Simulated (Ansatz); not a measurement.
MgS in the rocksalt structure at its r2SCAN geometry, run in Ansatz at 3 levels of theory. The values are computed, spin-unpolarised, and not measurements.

The r2SCAN input:
```yaml
crystal:
  lattice:
    - [0.0, 2.6015179362, 2.6015179362]
    - [2.6015179362, 0.0, 2.6015179362]
    - [2.6015179362, 2.6015179362, 0.0]
  atoms:
    - { symbol: Mg, position: [0.0, 0.0, 0.0] }
    - { symbol: S, position: [0.5, 0.5, 0.5] }
kpoints:
  mp_grid: { grid: [8, 8, 8] }
  band_path:
    path:
      - [0.0, 0.0, 0.0]
      - [0.5, 0.0, 0.5]
      - [0.625, 0.25, 0.625]
      - [0.375, 0.375, 0.75]
      - [0.5, 0.5, 0.5]
      - [0.5, 0.25, 0.75]
      - [0.0, 0.5, 0.5]
    npoints: 1
hamiltonian:
  xc: r2scan
scf:
  occupations: { method: fixed }
  n_extra_bands: 4
output:
  forces: true
  stress: true
  eigenvalues: true
```

Main results, then, where recorded, the levels near the gap in eV from the Fermi energy (columns number the bands from 0), one row a point of the path (Γ, X, U, K, L, W, X):
```
Crystal: 2 atoms, lattice volume = 35.214 Å³
Symmetry: 48 space group operations
Space group: Fm-3m (ITA 225)
```
```
Basis set: ecut = 500 eV, 893 PW (Γ)
k-points: 29 of 512
SCF converged after 6 iterations
Free energy (F): -2835.576044 eV
Fermi energy:    6.160711 eV
--- Stress (GPa, compression-positive) ---
        0.003657       0.000000       0.000000
        0.000000       0.003657       0.000000
        0.000000       0.000000       0.003657
  P = ⅓ Tr σ = 0.0037 GPa (0.037 kbar)
```
```tsv
band_3	band_4	band_5	band_6	band_7	band_8	band_9	band_10
-42.649	-13.186	0.000	0.000	0.000	4.642	8.482	8.482
-42.652	-11.468	-4.267	-1.726	-1.726	3.463	4.906	13.155
-42.651	-11.468	-3.754	-3.200	-1.401	4.557	7.315	10.395
-42.651	-11.468	-3.754	-3.200	-1.401	4.557	7.315	10.395
-42.650	-11.845	-4.875	-0.623	-0.623	5.214	7.492	7.492
-42.652	-11.421	-3.279	-3.279	-2.345	5.919	8.595	8.595
-42.652	-11.468	-4.267	-1.726	-1.726	3.463	4.906	13.155
```

r2SCAN gives an indirect gap of 3.46 eV, from Γ to X; the least direct gap is 4.64 eV at Γ.

Question: In the first input these blocks are replaced (the band path and keys that only write files left aside):
```yaml
kpoints:
  mp_grid: { grid: [6, 6, 6] }
hamiltonian:
  xc: hse06
```
What comes out?

Answer:
```
Basis set: ecut = 420 eV, 701 PW (Γ)
k-points: 16 of 216
Exchange kernel: α = 0.2500, screened, ω = 0.2079 Å⁻¹, Wigner–Seitz truncation, v(0) = 1046.0041 eV·Å³, q-mesh 6×6×6
hybrid outer 1: dexx = +2.307e-3 eV, tail = 2.22e-5 eV
hybrid outer 2: dexx = +7.496e-8 eV, tail = 1.43e-8 eV, Δε = 1.62e-3 eV
hybrid SCF converged: 2 outer / 9 inner (+2 warm-up)
Free energy (F): -2829.768092 eV
Fermi energy:    5.731827 eV
--- Stress (GPa, compression-positive) ---
       -0.394080       0.000000       0.000000
        0.000000      -0.394080       0.000000
        0.000000       0.000000      -0.394080
  P = ⅓ Tr σ = -0.3941 GPa (-3.941 kbar)
```
```tsv
band_3	band_4	band_5	band_6	band_7	band_8	band_9	band_10
-44.537	-13.962	0.000	0.000	0.000	4.827	9.087	9.087
-44.539	-12.118	-4.589	-1.842	-1.842	3.804	5.336	13.538
-44.539	-12.118	-4.033	-3.438	-1.487	4.954	7.827	11.056
-44.539	-12.118	-4.033	-3.438	-1.487	4.954	7.827	11.056
-44.537	-12.522	-5.265	-0.648	-0.648	5.564	8.069	8.069
-44.539	-12.067	-3.517	-3.517	-2.511	6.398	9.123	9.123
-44.539	-12.118	-4.589	-1.842	-1.842	3.804	5.336	13.538
```
With HSE06 the valence top lies at Γ and the conduction bottom at X, 3.80 eV higher; the smallest vertical gap, at Γ, is 4.83 eV. The mean stress, -0.4 GPa, is small, and the program warns that its thresholds are loose for a hybrid's stress.

Question: In the first input these blocks are replaced (the band path and keys that only write files left aside):
```yaml
kpoints:
  mp_grid: { grid: [6, 6, 6] }
hamiltonian:
  xc: pbe0
```
What comes out?

Answer:
```
Basis set: ecut = 420 eV, 701 PW (Γ)
k-points: 16 of 216
hybrid outer 1: dexx = +3.655e-3 eV, tail = 3.63e-5 eV
hybrid outer 2: dexx = +1.416e-7 eV, tail = 2.07e-8 eV, Δε = 2.86e-3 eV
hybrid SCF converged: 2 outer / 9 inner (+2 warm-up)
Free energy (F): -2830.127826 eV
Fermi energy:    5.362169 eV
--- Stress (GPa, compression-positive) ---
       -0.373425       0.000000       0.000000
        0.000000      -0.373425       0.000000
        0.000000       0.000000      -0.373425
  P = ⅓ Tr σ = -0.3734 GPa (-3.734 kbar)
```
```tsv
band_3	band_4	band_5	band_6	band_7	band_8	band_9	band_10
-44.589	-14.023	0.000	0.000	0.000	5.528	9.835	9.835
-44.592	-12.174	-4.643	-1.857	-1.857	4.529	6.053	14.293
-44.591	-12.173	-4.085	-3.482	-1.501	5.684	8.574	11.826
-44.591	-12.173	-4.085	-3.482	-1.501	5.684	8.574	11.826
-44.590	-12.579	-5.324	-0.654	-0.654	6.276	8.818	8.818
-44.592	-12.123	-3.563	-3.563	-2.544	7.152	9.872	9.872
-44.592	-12.174	-4.643	-1.857	-1.857	4.529	6.053	14.293
```
The PBE0 gap is indirect, 4.53 eV (Γ to X), below the direct gap of 5.53 eV at Γ. The mean stress, -0.4 GPa, is small, and the program warns that its thresholds are loose for a hybrid's stress.

Small level splittings and stresses of the hybrids carry the error of their coarser meshes.

Totals of different functionals can't be compared.

The meshes of the hybrids are coarse, so their gaps aren't converged to the digits shown.
